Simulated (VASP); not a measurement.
The system is BAs.

```
CELL_PARAMETERS angstrom
0.00000 2.38850 2.38850
2.38850 0.00000 2.38850
2.38850 2.38850 0.00000
ATOMIC_POSITIONS crystal
As 0.75000 0.75000 0.75000
B 0.00000 0.00000 0.00000
```

```yaml
Program: VASP 6.6.1
Task: relaxation of cell and atoms
Functional: LDA
Potentials_or_basis: VASP PAW LDA potentials, release 64 (As, B)
Cutoff: 600 eV
k_mesh: 10 × 10 × 10
Occupations: fermi-dirac, width 0.05 eV
Spin: no spin polarisation
```

At the start: pressure -3.1 GPa; volume 13.63 Å³/atom.

Task: Where does the relaxation end?

Result: Over 3 steps the energy falls by 2.9 meV/atom and the volume is 13.33 Å³/atom (-2.2 %); space group F-43m (No. 216, to 0.05 Å).

Step by step:
```csv
step,energy change (eV),largest force (eV/Å),pressure (GPa),volume (Å³)
1,0.0000,0.0000,-3.09,27.25
2,-0.0025,0.0000,2.50,26.23
3,-0.0058,0.0000,-0.01,26.66
```

Final structure:
```
As B
1.0
     0.00000    2.37114    2.37114
     2.37114    0.00000    2.37114
     2.37114    2.37114    0.00000
As B
1 1
Direct
  0.75000 0.75000 0.75000
  0.00000 0.00000 0.00000
```
